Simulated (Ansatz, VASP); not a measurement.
# Cross-check of InAs between VASP and Ansatz, part 3 of 3

Aim: how closely do two programs agree when they are given the same cell, functional and k mesh? The cell is taken from a series of runs on this material, whose earlier steps may have relaxed, scaled, displaced or heated it; both programs get it as it stands.

VASP 6.6.1 and Ansatz 0.2.0.

So far: The structure; Ansatz: zone-centre phonons, LDA; VASP: zone-centre phonons, LDA.

### 3. VASP: zone-centre phonons, LDA (continued)

Level of this step: LDA; plane waves and PAW (As, In_d) (VASP).

Numbers of over 12 decimals in the logs are rounded to 6 here.

From OUTCAR (step 3):

```text
ion  position               nearest neighbor table
   1  0.753  0.753  0.747-   2 2.61   2 2.61   2 2.63   2 2.63
   2  0.997  0.997  0.003-   1 2.61   1 2.61   1 2.63   1 2.63

  LATTYP: Found a body centered orthorhombic cell.
 ALAT       =     4.2605330176
 B/A-ratio  =     1.0300469928
 C/A-ratio  =     1.3898736023

 Subroutine GETGRP returns: Found  2 space group operations
 (whereof  2 operations were pure point group operations)

The static configuration has the point symmetry C_1h.

   k-points           NKPTS =   1728   k-points in BZ     NKDIM =   1728   number of bands    NBANDS=     15

   dimension x,y,z NGX =    32 NGY =   32 NGZ =   32
   dimension x,y,z NGXF=    64 NGYF=   64 NGZF=   64

   ENCUT  =  500.0 eV  36.75 Ry    6.06 a.u.   7.76  7.76  8.00*2*pi/ulx,y,z

   NELECT =      18.0000    total number of electrons

 k-points in reciprocal lattice and weights: Points of the shifted mesh
   0.04166667  0.04166667  0.04166667       0.001
   0.04166667  0.04166667  0.12500000       0.001
   0.04166667  0.04166667  0.20833333       0.001
   0.04166667  0.04166667  0.29166667       0.001
   0.04166667  0.04166667  0.37500000       0.001
   0.04166667  0.04166667  0.45833333       0.001
   0.04166667  0.04166667  0.54166667       0.001
   0.04166667  0.04166667  0.62500000       0.001
   0.04166667  0.04166667  0.70833333       0.001
[...]
0.95833333  0.95833333  0.87500000       0.001
   0.95833333  0.95833333  0.95833333       0.001

 average (electrostatic) potential at core
       1 -53.1299       2 -96.1263

  Total       -0.3233360     -0.3233360      0.0497340     -0.3802317     -0.0027358     -0.0027357
  in kB       -9.3577286     -9.3577286      1.4393605    -11.0043585     -0.0791764     -0.0791748
  external PRESSURE =      -5.7586989 kB  Pullay stress =       0.0000000 kB

  energy-cutoff  :      500.00
  volume of cell :       55.36
      direct lattice vectors                 reciprocal lattice vectors
     0.045260563  3.057912352  2.960801186    -0.165966741  0.165966741  0.168873210
     3.057912352  0.045260563  2.960801186     0.165966741 -0.165966741  0.168873210
     3.103172915  3.103172915  0.000000000     0.161125407  0.161125407 -0.168873210

 POSITION                                       TOTAL-FORCE (eV/Angst)
 -----------------------------------------------------------------------------------
      4.65466      4.65466      4.45613         0.000062      0.000062      0.002105
      3.10327      3.10327      5.90668        -0.000062     -0.000062     -0.002105
 -----------------------------------------------------------------------------------
    total drift:                               -0.000000     -0.000000     -0.000058

 Eigenvectors and eigenvalues of the dynamical matrix
 ----------------------------------------------------

   1 f  =    6.464724 THz    40.619060 2PiTHz  215.639988 cm-1    26.735939 meV
             X         Y         Z           dx          dy          dz
      4.654660  4.654660  4.456125     0.550215   -0.550215   -0.000000
      3.103272  3.103272  5.906679    -0.444143    0.444143    0.000000

   2 f  =    6.316699 THz    39.688989 2PiTHz  210.702392 cm-1    26.123755 meV
             X         Y         Z           dx          dy          dz
      4.654660  4.654660  4.456125    -0.013658   -0.013658    0.777921
      3.103272  3.103272  5.906679     0.011031    0.011031   -0.627871

   3 f  =    6.298984 THz    39.577682 2PiTHz  210.111483 cm-1    26.050492 meV
             X         Y         Z           dx          dy          dz
      4.654660  4.654660  4.456125    -0.549877   -0.549877   -0.019318
      3.103272  3.103272  5.906679     0.444215    0.444215    0.015597

   4 f/i=    0.000229 THz     0.001441 2PiTHz    0.007648 cm-1     0.000948 meV
             X         Y         Z           dx          dy          dz
      4.654660  4.654660  4.456125     0.444345    0.444345    0.003725
      3.103272  3.103272  5.906679     0.550037    0.550037    0.004611

   5 f/i=    0.002222 THz     0.013958 2PiTHz    0.074103 cm-1     0.009188 meV
             X         Y         Z           dx          dy          dz
      4.654660  4.654660  4.456125     0.444143   -0.444143    0.000000
      3.103272  3.103272  5.906679     0.550215   -0.550215    0.000000

   6 f/i=    0.002564 THz     0.016107 2PiTHz    0.085512 cm-1     0.010602 meV
             X         Y         Z           dx          dy          dz
      4.654660  4.654660  4.456125     0.002632    0.002632   -0.628054
      3.103272  3.103272  5.906679     0.003262    0.003262   -0.778147

 ELASTIC MODULI CONTR FROM IONIC RELAXATION (kBar)
 Direction    XX          YY          ZZ          XY          YZ          ZX
 --------------------------------------------------------------------------------
 XX          -0.9624     -0.9591     -1.7358     14.9716     -0.4138      0.8373
 YY          -0.9591     -0.9624     -1.7358     14.8495     -1.2616      1.8041
 ZZ          -1.7358     -1.7358     -3.1364     26.9439     -1.6324      2.2848
 XY          14.9716     14.8495     26.9439   -233.8240      0.7216      0.7871
 YZ          -0.4138     -1.2616     -1.6324      0.7216   -224.3679     30.8057
 ZX           0.8373      1.8041      2.2848      0.7871     30.8057   -228.1791
 --------------------------------------------------------------------------------
```

### 4. Differences

Known differences besides the potentials themselves: the two LDA forms differ slightly; the data sets hold 28 valence electrons in Ansatz (on its PAW soft_1 files) and 18 in VASP; the cutoff is 420 eV in Ansatz and 500 eV in VASP; VASP's log shows a relativistic correction to its local exchange, Ansatz's none. Total energies have different zeros and are not compared.

Compared:

| quantity | Ansatz | VASP | difference |
| --- | --- | --- | --- |
| optical mode 1 (cm⁻¹) | 209.1 | 210.1 | -0.49 % |
| optical mode 2 (cm⁻¹) | 209.9 | 210.7 | -0.40 % |
| optical mode 3 (cm⁻¹) | 214.7 | 215.6 | -0.43 % |

Modes are paired by rising frequency, not by their patterns, so a pair may set unlike modes beside each other; they are those without the splitting of longitudinal modes.

### 5. Summary of results

| Item | Value |
| --- | --- |
| r.m.s. difference of the optical zone-centre modes, each program's sorted by frequency (zone-centre phonons, LDA) | 0.93 cm⁻¹ |

In words: The r.m.s. difference of the optical zone-centre modes, each program's sorted by frequency is 0.93 cm⁻¹ (zone-centre phonons, LDA). The data sets hold unlike numbers of valence electrons (28 in Ansatz and 18 in VASP), so part of the differences comes from the potentials. How closely two codes agree says nothing of how well the functional describes the real material.

[Lines on the potential files, build, host, timing and source positions are cut from VASP's logs without a mark.]

[Logs are printed without paths, hosts, clocks, repeated set-up lines and the standing remarks that a program may print on its own settings, such as how far it seeks lower states.]

[Hosts, paths, dates, database ids (printed as entryN), source tags and the programs' standing remarks are cut or masked in the printed files.]
